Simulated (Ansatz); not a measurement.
Born–Oppenheimer molecular dynamics of a periodic cell of 16 atoms, WC (start crystal WC, start structure P-6m2, volume 1.1 times the crystal's). It starts from a structure without forces on its atoms.

These are results of DFT PBE-D3(BJ), scalar-relativistic, plane waves, PAW in Ansatz 0.2.0, not measurements. Settings: accuracy low, PAW set soft_1, cutoff 420 eV, k mesh 3x3x3, fermi-dirac smearing 0.36 eV, no spin polarisation.

* ensemble: NVT, Langevin thermostat
* time step: 0.75 fs
* steps asked: 130
* set temperature: 4200 K
* friction: 0.02 /fs
* seed: 898905

Frames 0.75 fs apart, positions in Å, forces in eV/Å.

Velocities at 75.0 fs (Å/ps):

```
W -5.24 3.92 2.26
C 16.67 28.14 10.29
W 4.92 -8.31 1.20
C 19.64 -10.75 17.43
W 5.86 -3.15 -1.07
C 0.36 -15.21 2.88
W 1.65 -1.15 4.20
C -5.74 0.66 -7.69
W -0.49 -5.66 -3.95
C 2.48 -11.31 -23.04
W -6.46 1.29 2.93
C -24.75 -12.87 -19.30
W -4.99 -0.66 -1.06
C -2.51 -19.56 14.97
W -1.87 -3.05 1.15
C 7.21 -22.81 15.49
```

```xyz
16
Lattice="-2.9384 -5.0894 0.0000 4.4075 -2.5447 0.0000 0.0000 0.0000 5.7713" Properties=species:S:1:pos:R:3:forces:R:3 time_fs=75.0 energy_less_start_eV=4.858 T=3284
W -0.104 -5.099 -0.034 1.34 -1.44 1.47
C 1.392 -4.374 1.558 0.69 0.10 -1.76
W 0.023 -5.278 2.934 -0.65 1.94 -1.69
C 1.621 -4.328 4.327 -1.56 -0.84 -0.07
W -1.578 -2.490 0.189 2.36 -2.60 -3.99
C 0.019 -1.933 1.593 -0.92 3.04 -4.03
W -1.339 -2.727 2.816 -4.69 0.49 4.86
C 0.049 -1.812 4.150 -0.62 -0.28 3.16
W 1.478 -2.682 -0.067 -1.75 1.78 0.95
C 2.728 -1.572 1.379 1.36 -3.05 -0.33
W 1.404 -2.686 2.780 3.00 0.18 3.03
C 2.728 -1.794 4.250 2.64 -0.46 1.20
W -0.037 -0.018 -0.079 -0.21 -0.70 2.05
C -1.542 -4.311 1.498 -0.25 -1.06 -1.40
W -0.080 -0.106 2.997 1.58 -0.03 -3.80
C -1.397 -4.605 4.252 -2.31 2.92 0.35
16
Lattice="-2.9384 -5.0894 0.0000 4.4075 -2.5447 0.0000 0.0000 0.0000 5.7713" Properties=species:S:1:pos:R:3:forces:R:3 time_fs=75.8 energy_less_start_eV=5.029 T=3256
W -0.108 -5.096 -0.032 1.54 -1.58 1.59
C 1.404 -4.352 1.567 0.60 -0.38 -1.92
W 0.026 -5.284 2.935 -0.71 1.99 -1.79
C 1.636 -4.336 4.341 -1.79 -0.77 -0.31
W -1.573 -2.494 0.188 2.31 -2.64 -3.75
C 0.022 -1.942 1.593 -1.04 3.15 -4.07
W -1.338 -2.728 2.819 -4.74 0.36 4.74
C 0.045 -1.812 4.144 -0.62 -0.33 3.31
W 1.478 -2.687 -0.070 -1.77 1.82 1.02
C 2.729 -1.581 1.363 1.39 -2.85 -0.09
W 1.399 -2.685 2.783 3.17 0.14 3.00
C 2.710 -1.803 4.236 2.90 -0.35 1.37
W -0.041 -0.019 -0.080 -0.22 -0.73 2.08
C -1.543 -4.327 1.508 -0.22 -0.84 -1.44
W -0.081 -0.108 2.998 1.60 -0.01 -3.80
C -1.394 -4.621 4.263 -2.42 3.02 0.05
16
Lattice="-2.9384 -5.0894 0.0000 4.4075 -2.5447 0.0000 0.0000 0.0000 5.7713" Properties=species:S:1:pos:R:3:forces:R:3 time_fs=76.5 energy_less_start_eV=5.199 T=3245
W -0.111 -5.093 -0.029 1.71 -1.73 1.67
C 1.417 -4.331 1.575 0.52 -0.88 -2.08
W 0.030 -5.290 2.936 -0.79 2.06 -1.85
C 1.650 -4.343 4.356 -2.01 -0.72 -0.56
W -1.569 -2.498 0.187 2.30 -2.66 -3.49
C 0.028 -1.949 1.589 -1.24 3.22 -4.05
W -1.338 -2.728 2.821 -4.72 0.27 4.57
C 0.043 -1.812 4.141 -0.67 -0.36 3.43
W 1.477 -2.693 -0.073 -1.79 1.88 1.10
C 2.731 -1.593 1.349 1.43 -2.64 0.10
W 1.394 -2.684 2.785 3.34 0.11 2.97
C 2.693 -1.811 4.224 3.17 -0.25 1.53
W -0.043 -0.020 -0.081 -0.23 -0.78 2.12
C -1.540 -4.343 1.515 -0.20 -0.61 -1.43
W -0.082 -0.111 2.999 1.61 -0.01 -3.81
C -1.393 -4.635 4.272 -2.44 3.09 -0.22
16
Lattice="-2.9384 -5.0894 0.0000 4.4075 -2.5447 0.0000 0.0000 0.0000 5.7713" Properties=species:S:1:pos:R:3:forces:R:3 time_fs=77.2 energy_less_start_eV=5.374 T=2853
W -0.115 -5.090 -0.026 1.88 -1.87 1.72
C 1.432 -4.312 1.582 0.43 -1.32 -2.21
W 0.035 -5.297 2.936 -0.85 2.14 -1.89
C 1.663 -4.351 4.369 -2.22 -0.67 -0.78
W -1.565 -2.502 0.186 2.29 -2.67 -3.26
C 0.035 -1.957 1.584 -1.47 3.28 -3.99
W -1.337 -2.729 2.824 -4.65 0.19 4.37
C 0.041 -1.814 4.139 -0.71 -0.38 3.50
W 1.476 -2.697 -0.075 -1.76 1.93 1.17
C 2.738 -1.603 1.337 1.42 -2.48 0.26
W 1.389 -2.684 2.787 3.50 0.09 2.94
C 2.676 -1.820 4.213 3.41 -0.15 1.68
W -0.045 -0.020 -0.081 -0.23 -0.82 2.17
C -1.535 -4.358 1.521 -0.22 -0.40 -1.41
W -0.083 -0.113 3.000 1.64 -0.02 -3.83
C -1.393 -4.649 4.280 -2.46 3.15 -0.44
16
Lattice="-2.9384 -5.0894 0.0000 4.4075 -2.5447 0.0000 0.0000 0.0000 5.7713" Properties=species:S:1:pos:R:3:forces:R:3 time_fs=78.0 energy_less_start_eV=5.545 T=2824
W -0.118 -5.086 -0.024 2.05 -1.97 1.74
C 1.450 -4.295 1.587 0.31 -1.72 -2.30
W 0.039 -5.303 2.937 -0.90 2.24 -1.92
C 1.678 -4.358 4.380 -2.45 -0.60 -0.95
W -1.560 -2.506 0.185 2.30 -2.67 -3.08
C 0.045 -1.963 1.577 -1.71 3.33 -3.88
W -1.337 -2.730 2.828 -4.56 0.10 4.15
C 0.036 -1.814 4.141 -0.70 -0.41 3.53
W 1.475 -2.701 -0.077 -1.68 1.96 1.21
C 2.746 -1.608 1.324 1.38 -2.41 0.41
W 1.385 -2.685 2.790 3.60 0.10 2.89
C 2.664 -1.829 4.199 3.59 -0.05 1.88
W -0.047 -0.021 -0.082 -0.22 -0.87 2.20
C -1.528 -4.373 1.524 -0.26 -0.19 -1.35
W -0.084 -0.115 3.001 1.69 -0.03 -3.85
C -1.394 -4.661 4.287 -2.44 3.19 -0.67
16
Lattice="-2.9384 -5.0894 0.0000 4.4075 -2.5447 0.0000 0.0000 0.0000 5.7713" Properties=species:S:1:pos:R:3:forces:R:3 time_fs=78.8 energy_less_start_eV=5.714 T=2784
W -0.121 -5.083 -0.021 2.21 -2.03 1.69
C 1.467 -4.278 1.591 0.22 -2.12 -2.38
W 0.043 -5.309 2.937 -0.96 2.36 -1.92
C 1.690 -4.364 4.391 -2.65 -0.54 -1.14
W -1.556 -2.510 0.185 2.31 -2.65 -2.90
C 0.056 -1.971 1.570 -1.96 3.38 -3.78
W -1.335 -2.730 2.831 -4.49 -0.01 3.91
C 0.029 -1.812 4.144 -0.64 -0.46 3.52
W 1.473 -2.704 -0.079 -1.57 2.02 1.23
C 2.757 -1.609 1.310 1.32 -2.41 0.58
W 1.381 -2.686 2.793 3.64 0.12 2.86
C 2.656 -1.839 4.184 3.71 0.04 2.11
W -0.049 -0.023 -0.082 -0.22 -0.91 2.24
C -1.521 -4.388 1.526 -0.31 0.04 -1.25
W -0.086 -0.117 3.001 1.76 -0.03 -3.87
C -1.398 -4.671 4.294 -2.37 3.20 -0.90
16
Lattice="-2.9384 -5.0894 0.0000 4.4075 -2.5447 0.0000 0.0000 0.0000 5.7713" Properties=species:S:1:pos:R:3:forces:R:3 time_fs=79.5 energy_less_start_eV=5.883 T=2728
W -0.124 -5.080 -0.018 2.36 -2.08 1.60
C 1.483 -4.262 1.595 0.15 -2.48 -2.44
W 0.047 -5.315 2.937 -1.04 2.46 -1.90
C 1.701 -4.369 4.404 -2.85 -0.50 -1.36
W -1.552 -2.514 0.185 2.32 -2.65 -2.73
C 0.065 -1.979 1.562 -2.18 3.44 -3.65
W -1.334 -2.730 2.835 -4.42 -0.12 3.68
C 0.021 -1.812 4.151 -0.56 -0.50 3.46
W 1.470 -2.708 -0.081 -1.45 2.09 1.27
C 2.767 -1.609 1.296 1.25 -2.44 0.75
W 1.379 -2.687 2.795 3.63 0.13 2.85
C 2.649 -1.850 4.171 3.82 0.16 2.30
W -0.051 -0.024 -0.082 -0.23 -0.97 2.27
C -1.514 -4.405 1.525 -0.37 0.30 -1.12
W -0.087 -0.119 3.001 1.82 -0.05 -3.87
C -1.403 -4.681 4.302 -2.27 3.20 -1.12
16
Lattice="-2.9384 -5.0894 0.0000 4.4075 -2.5447 0.0000 0.0000 0.0000 5.7713" Properties=species:S:1:pos:R:3:forces:R:3 time_fs=80.2 energy_less_start_eV=6.060 T=2846
W -0.127 -5.077 -0.015 2.50 -2.13 1.51
C 1.500 -4.247 1.597 0.09 -2.80 -2.45
W 0.051 -5.321 2.938 -1.11 2.52 -1.87
C 1.713 -4.374 4.418 -3.06 -0.46 -1.62
W -1.548 -2.518 0.185 2.36 -2.66 -2.54
C 0.073 -1.989 1.554 -2.37 3.51 -3.49
W -1.333 -2.731 2.840 -4.34 -0.20 3.45
C 0.013 -1.812 4.161 -0.49 -0.53 3.32
W 1.467 -2.712 -0.083 -1.34 2.18 1.31
C 2.777 -1.610 1.282 1.20 -2.46 0.93
W 1.376 -2.687 2.797 3.57 0.11 2.83
C 2.642 -1.863 4.160 3.96 0.32 2.46
W -0.053 -0.025 -0.083 -0.23 -1.03 2.33
C -1.504 -4.420 1.523 -0.48 0.52 -0.95
W -0.087 -0.121 3.001 1.87 -0.08 -3.88
C -1.409 -4.690 4.310 -2.14 3.19 -1.35
16
Lattice="-2.9384 -5.0894 0.0000 4.4075 -2.5447 0.0000 0.0000 0.0000 5.7713" Properties=species:S:1:pos:R:3:forces:R:3 time_fs=81.0 energy_less_start_eV=6.246 T=2895
W -0.130 -5.076 -0.013 2.63 -2.17 1.42
C 1.517 -4.232 1.596 0.03 -3.13 -2.43
W 0.054 -5.326 2.939 -1.16 2.57 -1.87
C 1.726 -4.378 4.431 -3.28 -0.43 -1.88
W -1.544 -2.522 0.185 2.40 -2.67 -2.34
C 0.082 -2.000 1.545 -2.56 3.58 -3.32
W -1.332 -2.732 2.845 -4.26 -0.27 3.20
C 0.004 -1.811 4.173 -0.40 -0.59 3.17
W 1.464 -2.716 -0.085 -1.21 2.28 1.37
C 2.788 -1.613 1.269 1.14 -2.42 1.08
W 1.374 -2.687 2.799 3.47 0.08 2.80
C 2.637 -1.875 4.148 4.08 0.48 2.63
W -0.055 -0.026 -0.085 -0.25 -1.10 2.43
C -1.493 -4.433 1.520 -0.60 0.71 -0.79
W -0.088 -0.123 3.002 1.90 -0.10 -3.92
C -1.417 -4.699 4.318 -1.94 3.19 -1.55
16
Lattice="-2.9384 -5.0894 0.0000 4.4075 -2.5447 0.0000 0.0000 0.0000 5.7713" Properties=species:S:1:pos:R:3:forces:R:3 time_fs=81.8 energy_less_start_eV=6.426 T=2725
W -0.133 -5.074 -0.011 2.74 -2.25 1.32
C 1.532 -4.216 1.592 -0.01 -3.43 -2.37
W 0.057 -5.331 2.940 -1.22 2.60 -1.88
C 1.737 -4.382 4.442 -3.47 -0.40 -2.11
W -1.539 -2.527 0.185 2.42 -2.67 -2.17
C 0.091 -2.010 1.536 -2.75 3.65 -3.15
W -1.330 -2.733 2.851 -4.21 -0.34 2.92
C -0.006 -1.812 4.185 -0.29 -0.61 3.03
W 1.461 -2.721 -0.088 -1.08 2.36 1.41
C 2.800 -1.621 1.256 1.08 -2.29 1.22
W 1.371 -2.688 2.801 3.38 0.03 2.73
C 2.634 -1.886 4.136 4.16 0.60 2.83
W -0.056 -0.026 -0.087 -0.28 -1.19 2.55
C -1.481 -4.447 1.519 -0.72 0.89 -0.64
W -0.088 -0.126 3.003 1.93 -0.15 -3.99
C -1.427 -4.708 4.324 -1.66 3.18 -1.71
16
Lattice="-2.9384 -5.0894 0.0000 4.4075 -2.5447 0.0000 0.0000 0.0000 5.7713" Properties=species:S:1:pos:R:3:forces:R:3 time_fs=82.5 energy_less_start_eV=6.579 T=3004
W -0.135 -5.071 -0.008 2.80 -2.35 1.16
C 1.548 -4.205 1.585 -0.08 -3.62 -2.23
W 0.060 -5.336 2.939 -1.29 2.62 -1.87
C 1.745 -4.386 4.450 -3.61 -0.38 -2.28
W -1.535 -2.532 0.185 2.43 -2.66 -2.05
C 0.098 -2.019 1.528 -2.89 3.70 -2.99
W -1.328 -2.734 2.857 -4.21 -0.43 2.64
C -0.018 -1.818 4.197 -0.15 -0.54 2.88
W 1.458 -2.725 -0.091 -0.96 2.44 1.45
C 2.811 -1.632 1.240 1.03 -2.10 1.39
W 1.369 -2.689 2.803 3.26 -0.09 2.59
C 2.630 -1.895 4.123 4.24 0.70 3.02
W -0.057 -0.026 -0.089 -0.32 -1.30 2.64
C -1.470 -4.458 1.518 -0.85 1.04 -0.51
W -0.088 -0.128 3.005 1.93 -0.22 -4.04
C -1.440 -4.717 4.328 -1.32 3.17 -1.81
16
Lattice="-2.9384 -5.0894 0.0000 4.4075 -2.5447 0.0000 0.0000 0.0000 5.7713" Properties=species:S:1:pos:R:3:forces:R:3 time_fs=83.2 energy_less_start_eV=6.693 T=2824
W -0.137 -5.068 -0.005 2.82 -2.45 0.94
C 1.565 -4.197 1.578 -0.18 -3.69 -2.05
W 0.062 -5.341 2.937 -1.36 2.65 -1.84
C 1.748 -4.388 4.455 -3.69 -0.40 -2.41
W -1.531 -2.536 0.184 2.41 -2.64 -1.98
C 0.105 -2.026 1.520 -3.00 3.72 -2.79
W -1.327 -2.735 2.863 -4.22 -0.51 2.35
C -0.031 -1.828 4.210 0.02 -0.41 2.71
W 1.455 -2.729 -0.095 -0.83 2.53 1.48
C 2.823 -1.644 1.222 0.95 -1.89 1.59
W 1.367 -2.691 2.805 3.11 -0.24 2.40
C 2.627 -1.902 4.110 4.29 0.76 3.22
W -0.058 -0.025 -0.091 -0.36 -1.44 2.73
C -1.460 -4.468 1.516 -0.95 1.17 -0.37
W -0.088 -0.130 3.006 1.90 -0.30 -4.08
C -1.455 -4.725 4.332 -0.91 3.15 -1.90
```

Of the whole run (98 fs, mean temperature of the second half 3114 K): The mean temperature of the second half is 26 % below the set value. A run of 0.098 ps of so small a system gives no equilibrium averages. Limits of this set-up: coarse k mesh, low accuracy level.

Run time: 19 min on 2 threads of Arm Neoverse V2, with other jobs on the host, peak memory 0.83 GiB.
